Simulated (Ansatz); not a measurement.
**RuSi (P2_13) from LDA to hybrids**

All numbers come from the PAW code Ansatz. The values are computed, non-magnetic, and not measurements.

RuSi (P2_13) from a database structure, relaxed with r2SCAN. It is cubic, P2_13 (No. 198); conventional cell a = 4.705 Å, 13.02 Å³ an atom. Si is surrounded by 7 Ru at 2.38–2.70 Å; Ru is surrounded by 7 Si at 2.38–2.70 Å.

```
CELL_PARAMETERS angstrom
4.70482 0.00000 0.00000
0.00000 4.70482 0.00000
0.00000 0.00000 4.70482
ATOMIC_POSITIONS crystal
Si 0.16242 0.33758 0.66242
Si 0.33758 0.66242 0.16242
Si 0.66242 0.16242 0.33758
Si 0.83758 0.83758 0.83758
Ru 0.87060 0.62940 0.37060
Ru 0.62940 0.37060 0.87060
Ru 0.37060 0.87060 0.62940
Ru 0.12940 0.12940 0.12940
```

Band edges at fixed r2SCAN geometry:
```csv
level,k mesh,gap (eV),kind,edges,least direct gap (eV)
LDA,6×6×6,0.21,indirect,"Γ–X (0.44) → (0, 0.232, 0.297)",0.32
PBE+SOC,6×6×6,0.16,indirect,"Γ–X (0.44) → (0, 0.232, 0.297)",0.26
r2SCAN,6×6×6,0.29,indirect,"Γ–X (0.44) → (0, 0.232, 0.297)",0.41
HSE06,4×4×4,0.75,indirect,"Γ–X (0.50) → (0, 1/6, 1/3)",0.95
DDH-PBE0,4×4×4,0.31,indirect,"Γ–X (0.44) → (0, 0.232, 0.297)",0.43
PBE0,4×4×4,1.42,indirect,"Γ–X (0.50) → (0, 1/6, 1/3)",1.63
r2SCAN0,4×4×4,1.50,indirect,"Γ–X (0.50) → (0, 1/6, 1/3)",1.72
```
PBE+SOC: smearing of 0.02 eV; the others have fixed occupations.
Wave cutoffs: 420 eV, 500 eV (r2SCAN, r2SCAN0).
Points off the special ones are mesh points or PBE's searched band edges, reused at the other levels. PBE's own run along the path (0.24 eV) came before the search for the edges and missed one, so it isn't listed.

The HSE06 gap is indirect, 0.75 eV (Γ–X (0.50 of the way from Γ) to k = (0, 1/6, 1/3)), below the direct gap of 0.95 eV at k = (0, 1/6, 1/3).

Among these functionals the gap stays indirect.

On the PBEsol cell (a = 4.689 Å), with PBEsol: The zone-centre optical frequencies run from 163 to 445 cm⁻¹, none imaginary (the rest of the zone wasn't tested). With the long-range field the highest mode reaches 458 cm⁻¹. The program warns that the force constants, and all that is formed from them, aren't settled on this k mesh. The clamped-ion dielectric constant comes out as 47.87 in all directions. With the ions relaxed, ε⁰ is 64 in all directions. Born charges, averaged over directions: Si +4.35, Ru -4.35 e.

Only the levels marked +SOC include spin-orbit coupling.

Coordinates of k points refer to the reciprocal vectors of the primitive cell of the runs.

The meshes of the hybrids are coarse, so their gaps aren't converged to the digits shown.
